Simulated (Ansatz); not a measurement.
# BaTe squeezed and stretched

A database entry relaxed whole under r2SCAN (Fm-3m):

```
Ba Te
1.0
     0.00000    3.53160    3.53160
     3.53160    0.00000    3.53160
     3.53160    3.53160    0.00000
Ba Te
1 1
Direct
  0.00000 0.00000 0.00000
  0.50000 0.50000 0.50000
```

The cell was scaled uniformly, its shape held, and the atoms relaxed at each volume with plane-wave PAW DFT (Ansatz 0.2.0; r2SCAN, 500 eV, 8×8×8 Γ-centred mesh, fermi-dirac occupations of width 0.020 eV; no spin, no spin-orbit coupling). One row is withheld.

| volume (Å³/atom) | energy over the lowest (meV/atom) | pressure (GPa) | gap over mesh and path (eV) |
| --- | --- | --- | --- |
| 41.404 | 17.1 | 2.18 | 1.879 |
| 42.285 | ? | ? | ? |
| 43.166 | 1.8 | 0.66 | 1.965 |
| 44.047 | 0.0 | 0.01 | 2.003 |
| 44.928 | 1.6 | -0.57 | 2.038 |
| 45.809 | 6.2 | -1.09 | 2.071 |
| 46.690 | 13.5 | -1.56 | 2.102 |

Task: Fit the pressures of the other rows to the third-order Birch-Murnaghan form.

Result: With f = [(V₀/V)^(2/3) − 1]/2 and P = 3B₀f(1 + 2f)^(5/2)[1 + 3(B₀′ − 4)f/2], least squares gives V₀ = 44.06 Å³ an atom, B₀ = 30.6 GPa and B₀′ = 4.4; the rows miss the fit by less than 0.01 GPa. The slope of the energies differs from these pressures by less than 0.05 GPa.

Task: How does the gap move with volume?

Result: A parabola in ln(V/V₀) through the other rows has the slope dE_g/d ln V = +1.8 eV at V₀, so by B₀ the gap moves by -60 meV a GPa: it narrows under pressure.

Task: What does the withheld row hold?

Result: The fit gives 1.38 GPa at 42.285 Å³; the run gave 1.38 GPa and 7.4 meV an atom. Its gap is 1.924 eV, against 1.924 eV from the parabola.

Caveats: the shape of the cell was held; 0 K, fixed nuclei; the symmetry was kept, and this need not be the phase that is stable at 0 K; one mesh for all volumes; r2SCAN gaps lie as a rule under measured ones; the slope of the gap can be off by tens of per cent, more where shallow d levels or spin-orbit coupling act on the edges; the relaxed cell lies far from the entry, by an error of the functional or of the entry; no spin-orbit coupling, which narrows gaps of heavier elements; pressure is positive in compression.
